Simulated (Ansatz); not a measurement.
**Iridium, fcc under LDA: structure, energy and stiffness, part 1 of 2**

What does LDA give for iridium in the fcc structure? We relax it, solve it on a dense k-mesh, switch on spin-orbit coupling, then scale the cell to 7 volumes from 88 to 112 % of the relaxed one and try a fit of the equation of state. The start is ferromagnetic. The k-meshes are 14×14×14 for the relaxation; 23×23×23 for the dense run; 14×14×14 for spin-orbit coupling; 23×23×23 for the volumes. It starts from a deposited cell (COD).

Method: DFT LDA (PW92), plane waves (420 eV) with PAW, scalar-relativistic; PAW files made under PBE, frozen cores solved again for the functional, in Ansatz 0.2.0.

**1. Starting point**

It takes space group Fm-3m (No. 225, cubic). Conventional cell: a = 3.839 Å, b = 3.839 Å, c = 3.839 Å, α = 90.00°, β = 90.00°, γ = 90.00°. Ir (site symmetry m-3m) is surrounded by 12 Ir at 2.71 Å.

As a file:

```
Ir
1.0
     0.00000    1.91970    1.91970
     1.91970    0.00000    1.91970
     1.91970    1.91970    0.00000
Ir
1
Direct
  0.00000 0.00000 0.00000
```

The atoms start with moments of +1 μB.

**2. Geometry optimisation**

File input.yaml:

```yaml
crystal:
  lattice:
    - [0.0, 1.9197, 1.9197]
    - [1.9197, 0.0, 1.9197]
    - [1.9197, 1.9197, 0.0]
  atoms:
    - { symbol: Ir, position: [0.0, 0.0, 0.0], spin: 1.0 }
hamiltonian:
  xc: lda
  pseudopotentials:
    kind: paw
    azcp:
      Ir: "pseudopotentials/Ir.paw.azcp"
basis:
  ecutwfc: 420
  fft_grid_basis: typed
kpoints:
  mp_grid: { grid: [14, 14, 14], shift: [0, 0, 0] }
magnetization:
  spin_polarized: true
scf:
  occupations: { method: fermi_dirac, width: 0.05 }
relax:
  max_steps: 60
  f_tol: 0.01
  cell: {}
```

What it wrote:

```text
Warning: <dir> the record states the generating functional pbe (its physics header spells it `PBE`), which answers neither for hamiltonian.xc's functional nor for the lda family's — results may be inconsistent (PPs are generated against a specific XC)
Warning: RAYON_NUM_THREADS=4 ignored (pool sized by the plan → 4); use --threads N
Engine: ansatz 0.2.0, aarch64-unknown-linux-gnu
Pseudopotentials: kind: paw
Pseudopotential: Ir, paw, valence charge 17, recommended cutoff 420 eV (normal), <dir>
Functional definition: SPW92
  exchange = slater_x
  correlation = pw_c
Crystal: 1 atoms, lattice volume = 14.149 Å³
Basis set: ecut = 420 eV, 283 PW (Γ)
Bands: 13, of which v1, the nominal top of the filled ones, is band 9 counted from 1 (8 counted from 0)
Symmetry: 48 space group operations
Space group: Fm-3m (ITA 225), of the structure as read, at distance tolerance 2.4e-5 Å
Magnetic group: BNS 225.116 (UNI 1618), of the structure as read, at distance tolerance 2.4e-5 Å
k-points: 104 of 2744
Non-local potential: Ir, projectors of the file, l = 0: 3, l = 1: 2, l = 2: 2, l = 3: 1
PAW form: soft (Blöchl's): semilocal exchange-correlation on the pseudo side does not see the compensation charge
PAW frozen core: Ir, regenerated for the run's functional, and the local potential with it (the file was generated under x = pbe(κ = 0.804, μ = 0.2195149727645171), c = pbe(β = 0.06672455060314922))
PAW one-centre angular grid: Ir, 590 points (default); XC on 64 Gauss nodes
Initial density: superposition of atomic densities (chi_scale 0.1, normalization cell)
Starting moments: Σ|m| = 1 μB on 1 of 1 site
Initial wavefunctions: pseudopotential atomic-orbital guess
Functional: x = slater, c = lda
iter 1 solved again at ethr=2.28e-3 eV; its pass at ethr=3.10e-3 eV (dr2=3.88e-1 eV) is discarded
SCF iter   1: F=—  HF=-11663.235852 eV  |F-HF|=—  |Δ(HF+E_count)|=         —  Δρ=4.32e-2 (↑4.32e-2 ↓2.71e-2)  dr2=3.90e-1  dr2_m=5.70e-2  M=0.493 μB ∫|m|=0.501 μB  β_m=0.30  ethr=2.28e-3  ⟨swp⟩=1.0  Hψ=17802  notcnv=0
Mixer restart at iter 1: flushing history
preconditioner: auto → none  [metal: Δε(μ)=0.011 eV  Ē_g=14.051 eV  σ=0.050 eV  W_gap=0.05  n_scr=0 (ndim 8)  ℏωp=29.6 eV  f_vac=0.000  D(μ)=1.17/eV (n_scr^D=14)]
SCF iter   2: F=—  HF=-11663.114251 eV  |F-HF|=—  |Δ(HF+E_count)|=   1.22e-1  Δρ=2.61e-2 (↑2.61e-2 ↓1.78e-2)  dr2=5.83e-2  dr2_m=3.93e-2  M=0.440 μB ∫|m|=0.448 μB  β_m=0.42  ethr=2.28e-3  ⟨swp⟩=2.8  Hψ=4429  notcnv=0
SCF iter   3: F=—  HF=-11663.366569 eV  |F-HF|=—  |Δ(HF+E_count)|=         —  Δρ=3.14e-2 (↑3.02e-2 ↓3.14e-2)  dr2=2.93e-3  dr2_m=1.20e-1  M=0.051 μB ∫|m|=0.051 μB  β_m=0.42  ethr=3.43e-4  ⟨swp⟩=2.1  Hψ=4641  notcnv=0  defer=1
Mixer restart at iter 3: flushing history
SCF iter   4: F=—  HF=-11663.370967 eV  |F-HF|=—  |Δ(HF+E_count)|=   4.40e-3  Δρ=1.95e-2 (↑1.82e-2 ↓1.95e-2)  dr2=1.09e-3  dr2_m=4.53e-2  M=0.034 μB ∫|m|=0.035 μB  β_m=0.71  ethr=1.72e-5  ⟨swp⟩=2.1  Hψ=4167  notcnv=0  defer=1
SCF iter   5: F=—  HF=-11663.380389 eV  |F-HF|=—  |Δ(HF+E_count)|=   9.42e-3  Δρ=7.20e-4 (↑4.55e-4 ↓7.20e-4)  dr2=4.47e-5  dr2_m=1.67e-5  M=0.002 μB ∫|m|=0.002 μB  β_m=0.81  ethr=6.40e-6  ⟨swp⟩=2.0  Hψ=5005  notcnv=0  defer=2
SCF iter   6: F=—  HF=-11663.380535 eV  |F-HF|=—  |Δ(HF+E_count)|=   1.46e-4  Δρ=1.76e-4 (↑1.32e-4 ↓1.76e-4)  dr2=1.24e-5  dr2_m=2.94e-7  M=0.000 μB ∫|m|=0.000 μB  β_m=0.74  ethr=2.63e-7  ⟨swp⟩=1.6  Hψ=3400  notcnv=0  defer=2
SCF iter   7: F=—  HF=-11663.380534 eV  |F-HF|=—  |Δ(HF+E_count)|=   9.08e-7  Δρ=4.09e-5 (↑3.28e-5 ↓4.09e-5)  dr2=5.70e-7  dr2_m=6.03e-9  M=-0.000 μB ∫|m|=0.000 μB  β_m=0.63  ethr=7.27e-8  ⟨swp⟩=2.1  Hψ=4030  notcnv=0  defer=2
SCF iter   8: F=—  HF=-11663.380534 eV  |F-HF|=—  |Δ(HF+E_count)|=   2.86e-7  Δρ=7.04e-6 (↑5.99e-6 ↓7.04e-6)  dr2=1.06e-8  dr2_m=5.88e-10  M=0.000 μB ∫|m|=0.000 μB  β_m=0.76  ethr=3.35e-9  ⟨swp⟩=2.4  Hψ=3951  notcnv=0  defer=2
SCF iter   9: F=—  HF=-11663.380534 eV  |F-HF|=—  |Δ(HF+E_count)|=   2.89e-9  Δρ=9.97e-7 (↑9.97e-7 ↓9.71e-7)  dr2=1.89e-10  dr2_m=1.25e-11  M=-0.000 μB ∫|m|=0.000 μB  β_m=0.74  ethr=6.23e-11  ⟨swp⟩=2.6  Hψ=4051  notcnv=0  defer=2
SCF iter  10: F=-11663.380534 eV  HF=-11663.380534 eV  |F-HF|=1.82e-12  |Δ(HF+E_count)|=  1.82e-12  Δρ=1.71e-7 (↑1.71e-7 ↓1.45e-7)  dr2=2.58e-12  dr2_m=2.14e-13  M=-0.000 μB ∫|m|=0.000 μB  ethr=1.11e-12  ⟨swp⟩=1.0  Hψ=7597  notcnv=0
WARN: the starting moments were not kept: the SCF closed with an absolute magnetisation of 2.0e-7 μB, where they sum to 1 μB in size (1 site). That is at most 0.1 of that sum. Measured as dr2_m measures the in/out step, that magnetisation stands 8.1e-15 eV from none, at or under the dr2_threshold of 1.0e-7 eV: it is no larger than a step whose dr2_m would equal this threshold. The system may hold no moment; this SCF shows only that its start led to no more than that. To try another start: raise the starting moments (crystal.atoms[].spin, magnetization.per_species, magnetization.initial_magnetization, or on a non-collinear deck that types none of these the spinor_matrix: blocks that start its atoms; where the total moment is fixed, keep their sum and leave initial_magnetization as it is; typed ones take the place of any that the run laid by itself, positive ones on a crystal's lanthanoids without a Hubbard term where scf.initial_density.shell_occupations: [] is typed) or, if the notice of its spin-set hold's release reads "site moments contracting" or "site moments show no strong build", lengthen the hold (scf.mixing.spin_hold: { on: { confirm: 4 } }; for m-r²SCAN on two components see the key's manual first). Each may lead to a state that holds a moment. A second SCF, from the converged charge density, with the starting moments and any scf.initial_density.shell_occupations laid on it anew, would have followed, and was not run: the deck does not ask for one (magnetization.retry_lost_moments is false, the default). To let it run, set magnetization.retry_lost_moments: true and run the deck again, where that key's refused combinations let it; where memory then withholds it, that run's warning says so.
SCF 1 converged in 10 iterations: F = -11663.380534 eV  dr2 = 2.58e-12
relax step   1: F+E_penalty+E_count = -11663.38053358 eV  Δ(F+E_penalty+E_count) = +0.000e0 eV  max|allowed force component| = 0.000e0 eV/Å  Δτ_max = 0.0000 Å  P = -8.299 GPa  Ω = 14.149 Å³  (10 SCF iters, dr2 threshold 1.00e-7 eV, accepted)
Crystal: 1 atoms, lattice volume = 13.295 Å³
Basis set: ecut = 420 eV, 259 PW (Γ)
Initial density: handed on by an earlier stage of this run
Starting moments: Σ|m| = 1 μB on 1 of 1 site; this step starts from the density that it was given
Initial wavefunctions: those handed on with the density
iter 1 solved again at ethr=9.76e-6 eV; its pass at ethr=3.10e-3 eV (dr2=1.66e-3 eV) is discarded
SCF iter   1: F=—  HF=-11663.354757 eV  |F-HF|=—  |Δ(HF+E_count)|=         —  Δρ=2.92e-3 (↑2.92e-3 ↓2.13e-3)  dr2=1.60e-3  dr2_m=2.38e-4  M=0.030 μB ∫|m|=0.030 μB  β_m=0.30  ethr=9.76e-6  ⟨swp⟩=1.0  Hψ=19038  notcnv=0
preconditioner: auto → none  [metal: Δε(μ)=0.002 eV  Ē_g=14.982 eV  σ=0.050 eV  W_gap=0.01  n_scr=0 (ndim 8)  ℏωp=30.6 eV  f_vac=0.000  D(μ)=1.32/eV (n_scr^D=14)]
SCF iter   2: F=—  HF=-11663.355410 eV  |F-HF|=—  |Δ(HF+E_count)|=   6.53e-4  Δρ=2.03e-3 (↑2.03e-3 ↓1.29e-3)  dr2=2.22e-4  dr2_m=2.11e-4  M=0.022 μB ∫|m|=0.022 μB  β_m=0.41  ethr=9.40e-6  ⟨swp⟩=1.7  Hψ=3271  notcnv=0
SCF iter   3: F=—  HF=-11663.357536 eV  |F-HF|=—  |Δ(HF+E_count)|=   2.13e-3  Δρ=1.24e-3 (↑1.12e-3 ↓1.24e-3)  dr2=4.60e-5  dr2_m=1.48e-4  M=0.012 μB ∫|m|=0.012 μB  β_m=0.70  ethr=1.30e-6  ⟨swp⟩=1.5  Hψ=3075  notcnv=0
SCF iter   4: F=—  HF=-11663.358748 eV  |F-HF|=—  |Δ(HF+E_count)|=   1.21e-3  Δρ=4.03e-4 (↑2.41e-4 ↓4.03e-4)  dr2=1.05e-5  dr2_m=1.08e-5  M=0.002 μB ∫|m|=0.002 μB  β_m=0.78  ethr=2.70e-7  ⟨swp⟩=2.0  Hψ=4009  notcnv=0
SCF iter   5: F=—  HF=-11663.358786 eV  |F-HF|=—  |Δ(HF+E_count)|=   3.79e-5  Δρ=1.35e-5 (↑1.35e-5 ↓1.19e-5)  dr2=4.55e-9  dr2_m=1.60e-8  M=0.000 μB ∫|m|=0.000 μB  β_m=0.85  ethr=6.17e-8  ⟨swp⟩=2.0  Hψ=4038  notcnv=0
iter 6 did not close the SCF: its close was put off for a magnetic moment that had not settled (scf_convergence_deferred on its scf_iter line)
SCF iter   6: F=-11663.358786 eV  HF=-11663.358786 eV  |F-HF|=7.26e-10  |Δ(HF+E_count)|=   2.05e-8  Δρ=2.43e-6 (↑2.43e-6 ↓1.23e-6)  dr2=1.09e-9  dr2_m=1.53e-10  M=0.000 μB ∫|m|=0.000 μB  β_m=0.93  ethr=2.68e-11  ⟨swp⟩=1.4  Hψ=8053  notcnv=0
SCF iter   7: F=-11663.358786 eV  HF=-11663.358786 eV  |F-HF|=2.73e-11  |Δ(HF+E_count)|=  2.75e-10  Δρ=3.41e-7 (↑3.40e-7 ↓3.41e-7)  dr2=4.54e-11  dr2_m=2.37e-13  M=-0.000 μB ∫|m|=0.000 μB  ethr=6.41e-12  ⟨swp⟩=1.0  Hψ=7580  notcnv=0
the starting moments were not kept: the SCF closed with an absolute magnetisation of 1.8e-7 μB, where they sum to 1 μB in size (1 site). That is at most 0.1 of that sum. Measured as dr2_m measures the in/out step, that magnetisation stands 9.7e-15 eV from none, at or under the dr2_threshold of 1.0e-7 eV: it is no larger than a step whose dr2_m would equal this threshold.
SCF 2 converged in 7 iterations: F = -11663.358786 eV  dr2 = 4.54e-11
relax step   2: F+E_penalty+E_count = -11663.35878564 eV  Δ(F+E_penalty+E_count) = +2.175e-2 eV  max|allowed force component| = 0.000e0 eV/Å  Δτ_max = 0.0000 Å  P = +18.177 GPa  Ω = 13.295 Å³  energy of the carried Pulay correction = +2.359e-4 eV  (7 SCF iters, dr2 threshold 1.00e-7 eV, rejected (line search))
Crystal: 1 atoms, lattice volume = 13.870 Å³
iter 1 solved again at ethr=3.77e-6 eV; its pass at ethr=3.10e-3 eV (dr2=6.40e-4 eV) is discarded
SCF iter   1: F=—  HF=-11663.386593 eV  |F-HF|=—  |Δ(HF+E_count)|=         —  Δρ=1.86e-3 (↑1.86e-3 ↓1.50e-3)  dr2=7.75e-4  dr2_m=9.90e-5  M=-0.024 μB ∫|m|=0.024 μB  β_m=0.30  ethr=3.77e-6  ⟨swp⟩=1.2  Hψ=18141  notcnv=0
preconditioner: auto → none  [metal: Δε(μ)=0.003 eV  Ē_g=14.515 eV  σ=0.050 eV  W_gap=0.02  n_scr=0 (ndim 8)  ℏωp=29.9 eV  f_vac=0.000  D(μ)=1.44/eV (n_scr^D=14)]
SCF iter   2: F=—  HF=-11663.386908 eV  |F-HF|=—  |Δ(HF+E_count)|=   3.15e-4  Δρ=1.34e-3 (↑1.34e-3 ↓8.60e-4)  dr2=1.06e-4  dr2_m=9.46e-5  M=-0.018 μB ∫|m|=0.018 μB  β_m=0.40  ethr=3.77e-6  ⟨swp⟩=2.1  Hψ=3488  notcnv=0
SCF iter   3: F=—  HF=-11663.387934 eV  |F-HF|=—  |Δ(HF+E_count)|=   1.03e-3  Δρ=8.81e-4 (↑8.00e-4 ↓8.81e-4)  dr2=2.46e-5  dr2_m=7.78e-5  M=-0.009 μB ∫|m|=0.009 μB  β_m=0.70  ethr=6.21e-7  ⟨swp⟩=1.3  Hψ=3008  notcnv=0
SCF iter   4: F=—  HF=-11663.388559 eV  |F-HF|=—  |Δ(HF+E_count)|=   6.26e-4  Δρ=3.38e-4 (↑2.11e-4 ↓3.38e-4)  dr2=8.64e-6  dr2_m=7.81e-6  M=-0.002 μB ∫|m|=0.002 μB  β_m=0.77  ethr=1.45e-7  ⟨swp⟩=2.0  Hψ=3977  notcnv=0
SCF iter   5: F=—  HF=-11663.388590 eV  |F-HF|=—  |Δ(HF+E_count)|=   3.05e-5  Δρ=1.86e-5 (↑1.82e-5 ↓1.86e-5)  dr2=1.08e-8  dr2_m=3.62e-8  M=-0.000 μB ∫|m|=0.000 μB  β_m=0.87  ethr=5.08e-8  ⟨swp⟩=2.0  Hψ=4074  notcnv=0
SCF iter   6: F=—  HF=-11663.388590 eV  |F-HF|=—  |Δ(HF+E_count)|=   4.91e-8  Δρ=1.92e-6 (↑1.92e-6 ↓1.60e-6)  dr2=1.28e-9  dr2_m=3.58e-11  M=-0.000 μB ∫|m|=0.000 μB  β_m=0.93  ethr=6.34e-11  ⟨swp⟩=2.0  Hψ=4416  notcnv=0
SCF iter   7: F=—  HF=-11663.388590 eV  |F-HF|=—  |Δ(HF+E_count)|=  4.29e-10  Δρ=2.83e-7 (↑2.53e-7 ↓2.83e-7)  dr2=3.01e-11  dr2_m=2.12e-13  M=-0.000 μB ∫|m|=0.000 μB  β_m=0.87  ethr=7.53e-12  ⟨swp⟩=2.0  Hψ=3580  notcnv=0
SCF iter   8: F=—  HF=-11663.388590 eV  |F-HF|=—  |Δ(HF+E_count)|=  3.64e-12  Δρ=5.27e-8 (↑2.59e-8 ↓5.27e-8)  dr2=4.31e-13  dr2_m=3.51e-14  M=0.000 μB ∫|m|=0.000 μB  β_m=0.93  ethr=1.00e-12  ⟨swp⟩=1.0  Hψ=2704  notcnv=0
SCF iter   9: F=-11663.388590 eV  HF=-11663.388590 eV  |F-HF|=1.82e-12  |Δ(HF+E_count)|=  5.46e-12  Δρ=5.15e-9 (↑2.78e-9 ↓5.15e-9)  dr2=8.01e-15  dr2_m=2.37e-16  M=0.000 μB ∫|m|=0.000 μB  ethr=1.00e-12  ⟨swp⟩=3.0  Hψ=8902  notcnv=0
the starting moments were not kept: the SCF closed with an absolute magnetisation of 1.5e-8 μB, where they sum to 1 μB in size (1 site). That is at most 0.1 of that sum. Measured as dr2_m measures the in/out step, that magnetisation stands 1.0e-16 eV from none, at or under the dr2_threshold of 1.0e-11 eV: it is no larger than a step whose dr2_m would equal this threshold.
SCF 3 converged in 9 iterations: F = -11663.388590 eV  dr2 = 8.01e-15
relax step   3: F+E_penalty+E_count = -11663.38858988 eV  Δ(F+E_penalty+E_count) = -8.056e-3 eV  max|allowed force component| = 0.000e0 eV/Å  Δτ_max = 0.0000 Å  P = -0.697 GPa  Ω = 13.870 Å³  energy of the carried Pulay correction = +7.555e-5 eV  (9 SCF iters, accepted)
[... 11 lines left out ...]
relax step   4: F+E_penalty+E_count = -11663.38864896 eV  Δ(F+E_penalty+E_count) = -5.909e-5 eV  max|allowed force component| = 0.000e0 eV/Å  Δτ_max = 0.0000 Å  P = +0.031 GPa  Ω = 13.845 Å³  energy of the carried Pulay correction = +8.240e-5 eV  (6 SCF iters, dr2 threshold 1.00e-7 eV, accepted)
Initial wavefunctions: pseudopotential atomic-orbital guess (no wavefunctions were taken with the density)
iter 1 solved again at ethr=1.80e-8 eV; its pass at ethr=3.10e-3 eV (dr2=3.07e-6 eV) is discarded
SCF iter   1: F=—  HF=-11663.388554 eV  |F-HF|=—  |Δ(HF+E_count)|=         —  Δρ=2.60e-5 (↑2.59e-5 ↓2.60e-5)  dr2=9.84e-8  dr2_m=2.00e-11  M=0.000 μB ∫|m|=0.000 μB  β_m=0.65  ethr=1.80e-8  ⟨swp⟩=3.0  Hψ=21190  notcnv=0
preconditioner: auto → none  [metal: Δε(μ)=0.006 eV  Ē_g=14.516 eV  σ=0.050 eV  W_gap=0.03  n_scr=0 (ndim 8)  ℏωp=29.9 eV  f_vac=0.000  D(μ)=1.44/eV (n_scr^D=14)]
SCF iter   2: F=—  HF=-11663.388554 eV  |F-HF|=—  |Δ(HF+E_count)|=   1.47e-7  Δρ=9.68e-6 (↑9.68e-6 ↓9.46e-6)  dr2=1.88e-8  dr2_m=6.40e-12  M=0.000 μB ∫|m|=0.000 μB  β_m=0.43  ethr=5.79e-10  ⟨swp⟩=2.0  Hψ=4494  notcnv=0
SCF iter   3: F=—  HF=-11663.388554 eV  |F-HF|=—  |Δ(HF+E_count)|=   4.56e-9  Δρ=6.29e-6 (↑6.29e-6 ↓6.18e-6)  dr2=3.75e-9  dr2_m=3.81e-12  M=0.000 μB ∫|m|=0.000 μB  β_m=0.71  ethr=1.11e-10  ⟨swp⟩=2.3  Hψ=3649  notcnv=0
SCF iter   4: F=—  HF=-11663.388554 eV  |F-HF|=—  |Δ(HF+E_count)|=   1.50e-8  Δρ=6.09e-7 (↑6.09e-7 ↓5.78e-7)  dr2=1.78e-10  dr2_m=5.48e-14  M=0.000 μB ∫|m|=0.000 μB  β_m=0.86  ethr=2.20e-11  ⟨swp⟩=2.1  Hψ=3632  notcnv=0
SCF iter   5: F=—  HF=-11663.388554 eV  |F-HF|=—  |Δ(HF+E_count)|=   1.88e-9  Δρ=1.26e-7 (↑1.21e-7 ↓1.26e-7)  dr2=3.74e-12  dr2_m=4.10e-15  M=-0.000 μB ∫|m|=0.000 μB  β_m=0.93  ethr=1.05e-12  ⟨swp⟩=2.3  Hψ=4289  notcnv=0
SCF iter   6: F=-11663.388554 eV  HF=-11663.388554 eV  |F-HF|=7.28e-12  |Δ(HF+E_count)|=  4.00e-11  Δρ=5.41e-8 (↑5.41e-8 ↓5.28e-8)  dr2=1.57e-12  dr2_m=1.26e-16  M=-0.000 μB ∫|m|=0.000 μB  ethr=1.00e-12  ⟨swp⟩=4.0  Hψ=10509  notcnv=0
the starting moments were not kept: the SCF closed with an absolute magnetisation of 1.4e-8 μB, where they sum to 1 μB in size (1 site). That is at most 0.1 of that sum. Measured as dr2_m measures the in/out step, that magnetisation stands 9.2e-17 eV from none, at or under the dr2_threshold of 1.0e-11 eV: it is no larger than a step whose dr2_m would equal this threshold.
SCF 5 converged in 6 iterations: F = -11663.388554 eV  dr2 = 1.57e-12
relax step   5: F+E_penalty+E_count = -11663.38855395 eV  Δ(F+E_penalty+E_count) = +9.501e-5 eV  max|allowed force component| = 0.000e0 eV/Å  Δτ_max = 0.0000 Å  P = +0.045 GPa  Ω = 13.845 Å³  stress off target by 4.46e-2 GPa  SCF on the basis re-selected at this cell (its energy is not comparable with the rows above)  (6 SCF iters)
basis re-selected at this cell: Δ(F+E_penalty+E_count) = +9.501e-5 eV, ΔP = +0.013 GPa vs the last step (what re-selecting the basis moved, of the pressure what is left beyond the Pulay correction that the steps carried, after the strain that the cell walked since its last selection, with what the two solves' SCF thresholds leave and, on support functions, any second-order correction that the steps lacked; it is no measure of the basis error at this ecutwfc). This SCF's stress stands 4.46e-2 GPa from its target on what of the cell is left free (relax.cell.stress_tol is 5.00e-2 GPa) and its largest allowed force component is 0.00e0 eV/Å (relax.f_tol is 1.00e-2 eV/Å): within both
SCF converged after 6 iterations
Magnetization: -0.0000 μB (8.5000 up, 8.5000 down)
Absolute magnetization: 0.0000 μB (∫|ρ↑−ρ↓|, with the PAW one-centre terms)
Spin contamination: 0.0000 ħ² per cell (⟨S²⟩ above its minimum at these occupations)
Per-site moments (μB) at R_I (Å): [(-1.3805915697940991e-8, 1.1117893845018176)]
Free energy (F): -11663.388554 eV
Harris-Foulkes:  -11663.388554 eV  (|F-HF|=7.28e-12)
Internal energy: -11663.377433 eV  (E = F + TS)
E sigma→0 (E₀):  -11663.382994 eV
Entropy (-TS):   -0.011121 eV (-11.121 meV/atom)
Fermi energy:    26.061609 eV
--- Per-component energies (eV) ---
  E_band       = -78.374290
  E_kinetic    = 624.688940
  E_local      = -1046.272175  (includes V_loc(G=0)·N_el)
  E_nonlocal   = 79.788346
  E_hartree    = 401.196148
  E_xc         = -267.019158
  E_vxc        = -300.662952  (∫ρ·V_xc dr)
  E_paw        = -8953.335400  (= ΣΔE_a)
  E_vpaw       = -238.308736  (= ΣTr[D̂ρ^β])
  E_aug_tail   = 0.000040  (compensation charges beyond the density's cutoff)
  E_ewald      = -2502.835776
  E_core_change = 0.411602  (= ΣΔE_core)
  E_smearing   = -0.011121  (= −TS)
  E_closure    = 0.000000  (closes the sum)
  Σ components = -11663.388554   (vs F -11663.388554, Δ=0.00e0)
--- Forces (eV/Å), atoms counted from 1 ---
  atom   1  Ir    -0.00000000     0.00000000     0.00000000
  max |Σ_I F_I| component: 7.81e-32 eV/Å
--- Stress (GPa, compression-positive) ---
        0.044595       0.000000      -0.000000
        0.000000       0.044595      -0.000000
        0.000000       0.000000       0.044595
  P = ⅓ Tr σ = 0.0446 GPa (0.446 kbar)
--- Relaxed structure (4 steps of the walk, 3 accepted, 1 SCFs on fresh bases) ---
  F+E_penalty+E_count = -11663.38855395 eV   max|allowed force component| = 0.000e0 eV/Å   (the final SCF, on the basis selected at the relaxed cell)
  cell:  # Å, volume = 13.8446 Å³
    - [-2.420301715625405e-34, 1.9058274255332193, 1.9058274255332193]
    - [1.9058274255332193, -3.821529024671692e-34, 1.9058274255332193]
    - [1.9058274255332193, 1.9058274255332193, -8.916901057567279e-35]
  atoms:
    - { symbol: Ir, position: [0.0, 0.0, 0.0] }
```

Wall time 4.6 s (4 threads of an Arm CPU, shared host); peak memory 0.29 GiB.

Relaxation path:

```tsv
step	energy change (meV/atom)	largest force (eV/Å)	pressure (GPa)	volume (Å³/atom)	accepted
1	0.00	0.0000	-8.30	14.149	yes
2	21.75	0.0000	18.18	13.295	no
3	-8.06	0.0000	-0.70	13.870	yes
4	-8.12	0.0000	0.03	13.845	yes
5	-8.02	0.0000	0.04	13.845	yes
```

Steps that repeat a cell are solved on a basis chosen anew, so their changes of energy are no gain of the relaxation.

The cell of the run, before and after:

|  | before | after | change |
| --- | --- | --- | --- |
| a (Å) | 2.715 | 2.695 | -0.7 % |
| b (Å) | 2.715 | 2.695 | -0.7 % |
| c (Å) | 2.715 | 2.695 | -0.7 % |
| volume (Å³/atom) | 14.149 | 13.845 | -2.2 % |
| shortest distance (Å) | 2.715 | 2.695 | -0.7 % |
| space group (spins left aside) | Fm-3m | Fm-3m | same |

**3. Single point on a dense mesh**

File input.yaml:

```yaml
crystal:
  lattice:
    - [0.0, 1.9058274255, 1.9058274255]
    - [1.9058274255, 0.0, 1.9058274255]
    - [1.9058274255, 1.9058274255, 0.0]
  atoms:
    - { symbol: Ir, position: [0.0, 0.0, 0.0], spin: 1.0 }
hamiltonian:
  xc: lda
  pseudopotentials:
    kind: paw
    azcp:
      Ir: "pseudopotentials/Ir.paw.azcp"
basis:
  ecutwfc: 420
  fft_grid_basis: typed
kpoints:
  mp_grid: { grid: [23, 23, 23], shift: [0, 0, 0] }
magnetization:
  spin_polarized: true
scf:
  occupations: { method: fermi_dirac, width: 0.05 }
```

What it wrote (excerpt; [...] marks lines left out):

```text
Warning: <dir> the record states the generating functional pbe (its physics header spells it `PBE`), which answers neither for hamiltonian.xc's functional nor for the lda family's — results may be inconsistent (PPs are generated against a specific XC)
Warning: RAYON_NUM_THREADS=4 ignored (pool sized by the plan → 4); use --threads N
[...]
[... 3 set-up lines as earlier in the session ...]
[...]
Crystal: 1 atoms, lattice volume = 13.845 Å³
Basis set: ecut = 420 eV, 283 PW (Γ)
Bands: 13, of which v1, the nominal top of the filled ones, is band 9 counted from 1 (8 counted from 0)
[... 1 set-up line as earlier in the session ...]
[...]
WARN: the starting moments were not kept: the SCF closed with an absolute magnetisation of 1.9e-7 μB, where they sum to 1 μB in size (1 site). That is at most 0.1 of that sum. Measured as dr2_m measures the in/out step, that magnetisation stands 1.6e-14 eV from none, at or under the [...]
SCF converged after 8 iterations
Magnetization: -0.0000 μB (8.5000 up, 8.5000 down)
Absolute magnetization: 0.0000 μB (∫|ρ↑−ρ↓|, with the PAW one-centre terms)
Spin contamination: 0.0000 ħ² per cell (⟨S²⟩ above its minimum at these occupations)
Per-site moments (μB) at R_I (Å): [(-1.5554971039114644e-7, 1.1117893844824387)]
Free energy (F): -11663.400028 eV
[...]
E sigma→0 (E₀):  -11663.396957 eV
Entropy (-TS):   -0.006142 eV (-6.142 meV/atom)
Fermi energy:    26.147574 eV
[...]
```

Run time: 3.1 s. Hardware: 4 threads of an Arm CPU, shared host; peak memory 0.36 GiB.

(Continued in part 2 of 2.)
